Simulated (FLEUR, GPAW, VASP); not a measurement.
# Bi2Te3: band gap by level of theory

**What was measured.** The band gap of Bi2Te3 (Tellurobismuthite) (R-3m) is reported as 0.17 eV (arxiv:2412.10539). The runs below try to reproduce it.

```
Bi Te
1.0
     2.19300    1.26613   10.16567
    -2.19300    1.26613   10.16567
     0.00000   -2.53226   10.16567
Bi Te
2 3
Cartesian
  0.0000 0.0000 18.2982
  0.0000 0.0000 12.1988
  0.0000 0.0000 24.1079
  0.0000 0.0000 6.3891
  0.0000 0.0000 0.0000
```

| rung | level | program and potentials | cutoff (eV) | k mesh | smearing | task | band gap (eV) | miss (eV) | notes |
| --- | --- | --- | --- | --- | --- | --- | --- | --- | --- |
| LDA | LDA | FLEUR, all-electron, FLAPW | - | 7 × 7 × 7 | fermi-dirac 0.05 | band structure | 0.21 | +0.04 | - |
| LDA | LDA | GPAW, the program's PAW data sets (release 1.2.1) made for this functional | 450 | 6 × 6 × 6 | fermi-dirac 0.05 | single point | 0.18 | +0.01 | - |
| LDA | LDA | GPAW, the program's PAW data sets (release 1.2.1) made for this functional | 600 | 5 × 5 × 5 | fermi-dirac 0.05 | band structure | 0.19 | +0.02 | - |
| LDA | LDA | VASP, LDA PAW files Bi_d, Te, 520 eV | 520 | 8 × 8 × 8 | gaussian 0.02 | band structure | 0.19 | +0.02 | - |
| GGA | PBE | GPAW, GPAW PAW data sets (gpaw-data 1.2.1) | 600 | 5 × 5 × 5 | fermi-dirac 0.05 | band structure | 0.26 | +0.09 | - |
| GGA | PBEsol | VASP, PBE PAW files Bi_d, Te, 520 eV | 520 | 8 × 8 × 8 | gaussian 0.02 | band structure | 0.23 | +0.06 | potentials made for PBE |
| meta-GGA | r2SCAN | GPAW, GPAW PAW data sets (gpaw-data 1.2.1) | 600 | 5 × 5 × 5 | fermi-dirac 0.05 | band structure | 0.49 | +0.32 | potentials made for PBE |
| model potential | TB-mBJ | VASP, PBE PAW files Bi_d, Te, 520 eV | 520 | 8 × 8 × 8 | gaussian 0.02 | band structure | 0.66 | +0.49 | potentials made for PBE |

All rows: no spin polarisation. Gaps are the least found on the k mesh or the band path, and a mesh can miss the band edges. Smearing widths are in eV. The cell comes from a database and isn't always the measured one. Meshes differ between rows, which moves values too. All levels ran on this one cell, unrelaxed unless noted. Meshes are those of the run's cell of 5 atoms unless a note names another. Misses use the values as printed. Runs on faulty files, with rough fits or with known faults for this quantity aren't shown. No row holds spin-orbit coupling.

By rung: LDA 0.18 to 0.21; GGA 0.23 to 0.26; meta-GGA 0.49; model potential 0.66 (eV). Measured: 0.17 eV (arxiv:2412.10539). Closest is LDA with GPAW, the program's PAW data sets (release 1.2.1) made for this functional (+0.01 eV), and PBE misses by +0.09 eV on plain settings. The runs are for a static lattice, while measurements hold temperature and zero-point motion; rows without SOC leave out spin-orbit coupling, which moves the band edges where heavy atoms are present.

The gap widens from LDA through the GGAs to r2SCAN and TB-mBJ, and every row lies above the measured value, whereas local and semilocal functionals usually underestimate semiconductor gaps. The near-match of LDA is therefore probably fortuitous and doesn't show that it describes the electronic structure best.

The band edges derive mainly from Te p and Bi p states. In real Bi2Te3, the strong spin-orbit coupling of Bi inverts their order near the zone centre and opens a gap of a different character. The scalar-relativistic gaps instead separate bands in the normal order, so their misses aren't a direct measure of each functional's error. A larger gap before coupling means weaker inversion afterwards, and the final gap needn't follow the order seen here.

Since the cell is fixed, the rise to 0.49 eV in r2SCAN and 0.66 eV in TB-mBJ doesn't come from structural relaxation. It probably reflects a stronger separation of occupied and empty p states by these potentials. The topological character of the compound can't be judged from these gaps.
